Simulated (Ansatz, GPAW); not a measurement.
Given: the input of a run of Ansatz 0.2.0 on Fe. 

File input.yaml:

```yaml
crystal:
  lattice:
    - [-1.443, 1.443, 1.443]
    - [1.443, -1.443, 1.443]
    - [1.443, 1.443, -1.443]
  atoms:
    - { symbol: Fe, position: [0.0, 0.0, 0.0], spin: 3.0 }
kpoints:
  mp_grid: { grid: [13, 13, 13] }
scf:
  occupations: { method: gaussian, width: 0.015 }
hamiltonian:
  xc: pbe
  pseudopotentials: { kind: all_electron, lapw: { basis_error: 0.001 } }
magnetization:
  spin_polarized: true
output:
  forces: true
  stress: true
  eigenvalues: true
```

Potentials or basis: all-electron LAPW, scalar-relativistic.

The run is started by

```sh
$ ansatz run input.yaml --threads 2 --pin off --max-ram 6144MiB --backend cpu --events-out ev --progress --plain --runs-dir out
```

Question: What does the same run look like in GPAW 26.7.0 (ASE script)? Potentials or basis there: GPAW PAW data sets (gpaw-data 1.2.1), cutoff 600 eV.

Answer: As run (cutoffs and basis follow the program's own potentials, and thresholds, step limits or extra output files can differ):

run.py

```python
from ase.dft.bandgap import bandgap
from ase.io import read, write
from ase.units import GPa
from gpaw import GPAW, PW

atoms = read('Fe.xyz')
atoms.set_initial_magnetic_moments([3.0])

calc = GPAW(mode=PW(600),
            xc='PBE',
            kpts={'size': (13, 13, 13), 'gamma': True},
            occupations={'name': 'methfessel-paxton', 'order': 0, 'width': 0.015},
            nbands=12,
            convergence={'density': 1e-05, 'energy': 1e-05},
            maxiter=150,
            txt='gpaw.txt')
atoms.calc = calc
energy = atoms.get_potential_energy()
forces = atoms.get_forces()
stress = atoms.get_stress()
calc.write('gs.gpw')
write('result.traj', atoms)
print(f'Energy: {energy:.6f} eV')
print('Forces (eV/A):')
print(forces.round(4))
print('Stress (GPa):', (stress / GPa).round(3))
print('Moments:', calc.get_magnetic_moments().round(3))
print('Fermi level:', round(calc.get_fermi_level(), 4), 'eV')
print(f'Gap: {bandgap(calc)[0]:.4f} eV, direct: {bandgap(calc, direct=True)[0]:.4f} eV')
```

The input Fe.xyz:

```xyz
1
Lattice="-1.4430000000 1.4430000000 1.4430000000 1.4430000000 -1.4430000000 1.4430000000 1.4430000000 1.4430000000 -1.4430000000" Properties=species:S:1:pos:R:3 pbc="T T T"
Fe     0.0000000000      0.0000000000      0.0000000000
```

Potentials or basis: GPAW PAW data sets (gpaw-data 1.2.1), pw.

The run is started by

```console
$ OMP_NUM_THREADS=1 python run.py
```

Both were run:

|  | Ansatz | GPAW |
| --- | --- | --- |
| Pressure | -9.8 GPa | -8.0 GPa |
| Net moment | 2.24 μB per cell | 2.25 μB per cell |

Where Ansatz's input types no cutoff or centring, it takes its own default and a Γ-centred mesh.

The magnetic state is the one that the start led to; the real crystal's order can differ.

Pressure is positive in compression.
